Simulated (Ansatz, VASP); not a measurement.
**SiC (Moissanite): VASP beside Ansatz**

Contents of INCAR:

```
  PREC = Accurate
  ENCUT = 520
  EDIFF = 1E-7
  ISMEAR = -1
  SIGMA = 0.05
  LREAL = False
  LASPH = True
  NELM = 60
  ALGO = Normal
  ISIF = 2
  LWAVE = False
  LCHARG = False
  GGA = PE
  NBANDS = 16
```

KPOINTS

```
Automatic mesh
0
Gamma
  10 10 5
```

File POSCAR:

```
SiC
1.0
    3.0963714546      0.0000000000      0.0000000000
   -1.5481857273      2.6815363392      0.0000000000
    0.0000000000      0.0000000000      5.0814314379
Si C
2 2
Direct
    0.6666666667      0.3333333333      0.5000000000
    0.3333333333      0.6666666667      0.0000000000
    0.6666666667      0.3333333333      0.8850000000
    0.3333333333      0.6666666667      0.3850000000
```

The input input.yaml:

```yaml
crystal:
  lattice:
    - [3.0963714546, 0.0, 0.0]
    - [-1.5481857273, 2.6815363392, 0.0]
    - [0.0, 0.0, 5.0814314379]
  atoms:
    - { symbol: Si, position: [0.6666666667, 0.3333333333, 0.5] }
    - { symbol: Si, position: [0.3333333333, 0.6666666667, 0.0] }
    - { symbol: C, position: [0.6666666667, 0.3333333333, 0.885] }
    - { symbol: C, position: [0.3333333333, 0.6666666667, 0.385] }
hamiltonian:
  xc: pbe
  pseudopotentials: { kind: paw }
kpoints:
  mp_grid: { grid: [10, 10, 5] }
scf:
  occupations: { method: fermi_dirac, width: 0.05 }
output:
  forces: true
  stress: true
  eigenvalues: true
```

Change from the starting cell: volume scaled by 1.02.

Alike in both runs: task single point; functional PBE; k mesh 10 × 10 × 5; occupations fermi-dirac, width 0.05 eV; no spin polarisation.

|  | VASP | Ansatz |
| --- | --- | --- |
| version | VASP 6.6.1 | Ansatz 0.2.0 |
| potentials or method | VASP PAW PBE potentials, release 64 (Si, C) | Ansatz PAW |
| plane-wave cutoff (eV) | 520 | 420 |
| valence electrons in the cell | 16 | 16 |

Ansatz gave:

```
gap on the k mesh at the Fermi level (eV)       : 2.51
least direct gap on the mesh (eV)               : 4.04
pressure (GPa)                                  : -0.6
largest component of the traceless stress (GPa) : 2.71
rms of the force components (eV/Å)              : 0.417
```

Problem. What did VASP give for the same quantities?

Solution. gap on the k mesh at the Fermi level (eV): 2.51; least direct gap on the mesh (eV): 4.03; pressure (GPa): -0.7; largest component of the traceless stress (GPa): 2.70; rms of the force components (eV/Å): 0.417.

Atom by atom the forces differ by 0.000 eV/Å (rms over components).

Caveats: an odd mesh through Γ misses points on the zone boundary, where band edges often lie (VASP); odd divisions of the mesh miss points on the zone boundary, where band edges often lie, so the gap on the mesh can be too wide (Ansatz).
